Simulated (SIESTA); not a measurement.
Crystal: CdS (Greenockite).

```
CELL_PARAMETERS angstrom
4.15000 0.00000 0.00000
-2.07500 3.59401 0.00000
0.00000 0.00000 6.73700
ATOMIC_POSITIONS crystal
Cd 0.66667 0.33333 0.50000
Cd 0.33333 0.66667 0.00000
S 0.66667 0.33333 0.87500
S 0.33333 0.66667 0.37500
```

Base run:

| Quantity | Value |
| --- | --- |
| Program | SIESTA 5.4.2 |
| Functional | PBE |
| Potentials or basis | PseudoDojo 0.5 standard (PBE files) |
| Basis | DZP (energy shift 0.002 Ry) |
| Grid cutoff | 800 Ry |
| Energy shift | 0.002 Ry |
| k mesh | 7 × 7 × 4 |
| Occupations | fermi-dirac, width 0.05 eV |
| Spin | no spin polarisation |

Its results: band gap on the k mesh 1.42 eV, direct; pressure 2.8 GPa; largest force 0.076 eV/Å.

Task: The run is repeated on the same cell with these changes: functional from PBE to WC; potentials or basis from PseudoDojo 0.5 standard (PBE files) to PseudoDojo 0.4 standard (PBEsol files). What comes out?

Result: Band gap on the k mesh 1.28 eV, direct; pressure -0.2 GPa; largest force 0.072 eV/Å.

Caveats: semicore shells carry a single zeta, which can move pressures by several GPa and volumes by a few percent; the basis of atomic orbitals isn't converged, which shifts pressures, moduli and gaps; the potentials were made for another functional, which shifts forces and pressure (some runs).

Not every run made on this cell is shown here.
